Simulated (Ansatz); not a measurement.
The system is CoO.

```xyz
4
Lattice="3.1976 0.0000 0.0000 -1.5988 2.7692 0.0000 0.0000 0.0000 5.2287" Properties=species:S:1:pos:R:3 pbc="T T T"
Co    0.0000    1.8462    2.6319
Co    0.0000    0.0000    0.0182
O     0.0000    1.8462    4.5571
O     0.0000    0.0000    1.9430
```

Measurements of this composition are mostly on another form, of space group No. 225.

Alike in all runs: program Ansatz 0.2.0; functional PBEsol; potentials or basis Ansatz PAW; cutoff 420 eV (not typed: the program's choice for these potentials); k mesh 10 × 10 × 5; occupations fermi-dirac, width 0.05 eV.

The same cell was started in several ways:

```csv
start,free energy over the lowest (meV/atom),net moment (μB),site or absolute moments (μB),gap
"collinear spin, antiferromagnetic start of up to 2 μB",0.0,0.00,"Co +2.09, -2.09; O -0.16, +0.16",none (metal or under the smearing width)
"collinear spin, ferromagnetic start of up to 3.5 μB",0.0,0.00,"Co +2.09, -2.09; O -0.16, +0.16",none (metal or under the smearing width)
"collinear spin, ferrimagnetic start of up to 2 μB",0.0,0.00,"Co +2.09, -2.09; O -0.16, +0.16",none (metal or under the smearing width)
"collinear spin, random start of up to 1.71 μB",0.0,0.00,"Co +2.09, -2.09; O -0.16, +0.16",none (metal or under the smearing width)
"collinear spin, ferromagnetic start of up to 2 μB",0.0,0.00,"Co +2.09, -2.09; O -0.16, +0.16",none (metal or under the smearing width)
no spin polarisation,203.8,-,-,none (metal or under the smearing width)
```

Allowing spin polarisation gains 204 meV/atom. A still lower state may exist.

Caveats: semilocal functionals often make such compounds metallic where correlation or magnetic order opens a gap, which also shifts bond lengths; the starting moments weren't kept (some runs).
